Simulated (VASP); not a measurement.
## Cs2AgBiBr6: relaxation of cell and atoms with PBEsol

Crystal: Cs2AgBiBr6.

```
Cs Ag Bi Br
1.0
     0.00000    5.61610    5.61610
     5.61610    0.00000    5.61610
     5.61610    5.61610    0.00000
Cs Ag Bi Br
2 1 1 6
Cartesian
  2.8081 2.8081 2.8081
  8.4242 8.4242 8.4242
  5.6161 5.6161 5.6161
  0.0000 0.0000 0.0000
  5.6161 2.8142 5.6161
  8.4180 5.6161 5.6161
  5.6161 8.4180 5.6161
  2.8142 5.6161 5.6161
  5.6161 5.6161 2.8142
  5.6161 5.6161 8.4180
```

```json
{
 "Program": "VASP 6.6.1",
 "Task": "relaxation of cell and atoms",
 "Functional": "PBEsol",
 "Potentials or basis": "VASP PAW PBE potentials, release 64 (Cs_sv, Ag, Bi_d, Br)",
 "Cutoff": "600 eV",
 "k mesh": "4 × 4 × 4",
 "Occupations": "gaussian, width 0.03 eV",
 "Spin": "no spin polarisation",
 "Further INCAR settings": "ALGO = Normal; EDIFF = 1e-06; IBRION = 2; EDIFFG = -0.01; NSW = 90; ISIF = 3"
}
```

```json
{"Relaxed volume": "35.00 Å³/atom", "Relaxed cell": "a = 7.911 Å, b = 7.911 Å, c = 7.911 Å, α = 60.00°, β = 60.00°, γ = 60.00°", "Space group after relaxing (to 0.05 Å)": "Fm-3m (No. 225)", "Energy gained by relaxing": "3.6 meV/atom", "Ionic steps": "4", "Pressure after relaxing": "0.0 GPa", "Band gap on the k mesh": "1.10 eV, indirect (least direct gap 2.33 eV)"}
```

The path:
```csv
step,energy change (eV),largest force (eV/Å),pressure (GPa),volume (Å³)
1,0.0000,0.3080,-0.01,354.27
2,-0.0216,0.1759,-0.14,354.19
3,-0.0324,0.0026,-0.28,354.09
4,-0.0359,0.0012,0.02,350.03
```

Final structure:
```xyz
10
Lattice="0.0000 5.5936 5.5936 5.5936 0.0000 5.5936 5.5936 5.5936 0.0000" Properties=species:S:1:pos:R:3 pbc="T T T"
Cs    2.7968    2.7968    2.7968
Cs    8.3904    8.3904    8.3904
Ag    5.5936    5.5936    5.5936
Bi    0.0000    0.0000    0.0000
Br    5.5936    2.8414    5.5936
Br    8.3458    5.5936    5.5936
Br    5.5936    8.3458    5.5936
Br    2.8414    5.5936    5.5936
Br    5.5936    5.5936    2.8414
Br    5.5936    5.5936    8.3458
```

Levels at points of the mesh, in eV from the valence-band top:
| k point | band 41 | band 42 | band 43 | band 44 | band 45 | band 46 |
| --- | --- | --- | --- | --- | --- | --- |
| (0.00, 0.00, 0.00) | -1.25 | -0.63 | -0.63 | 2.06 | 2.06 | 2.06 |
| (0.50, 0.00, 0.00) | -1.54 | -1.26 | -1.26 | 1.10 | 3.52 | 3.52 |
| (0.50, 0.50, 0.00) | -1.27 | -0.64 | 0.00 | 2.58 | 2.58 | 2.95 |

Run time: 2.3 min on 4 MPI ranks on Intel(R) Xeon(R) 6975P-C (Granite Rapids), on a shared host, peak memory 0.77 GiB a rank.

Caveat: the PAW data sets were made with another functional, which shifts forces and pressure a little; spin-orbit coupling is left out, which as a rule narrows the gap of such compounds by several tenths of an eV. A k mesh can miss the band edges.
